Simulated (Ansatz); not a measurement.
ZnO: relaxed-ion elastic tensor

All numbers below come from DFT PBE, scalar-relativistic, plane waves, PAW in Ansatz 0.2.0. Cutoff 420 eV, 12×12×6 k-points (Γ-centred), fixed occupations. No spin polarisation.

The cell, relaxed at this level:
```xyz
4
Lattice="3.2795 0.0000 0.0000 -1.6397 2.8401 0.0000 0.0000 0.0000 5.2938" Properties=species:S:1:pos:R:3 pbc="T T T"
Zn    0.0000    1.8934    2.6468
Zn    1.6397    0.9467   -0.0001
O     1.6397    0.9467    2.0065
O     0.0000    1.8934    4.6534
```

Question: Give the relaxed-ion elastic constants (GPa, Voigt order xx yy zz yz xz xy, on the axes of the cell above).

Answer:
```
188.0 106.8  92.1   0.0   0.0   0.0
106.8 188.0  92.1   0.0   0.0   0.0
 92.2  92.2 201.0   0.0   0.0   0.0
  0.0   0.0   0.0  37.0   0.0   0.0
  0.0   0.0   0.0   0.0  37.0   0.0
  0.0   0.0   0.0   0.0   0.0  40.6
```

Question: Is the crystal stable against homogeneous strain?

Answer: Yes: the least eigenvalue of the tensor is 37.0 GPa.

Question: And the moduli of a polycrystal (Hill averages)?

Answer: B = 129 GPa, G = 42 GPa, E = 112 GPa, ν = 0.35.

Cost: 1 run of about 12 core-minutes, on Arm Neoverse V2 (shared hosts).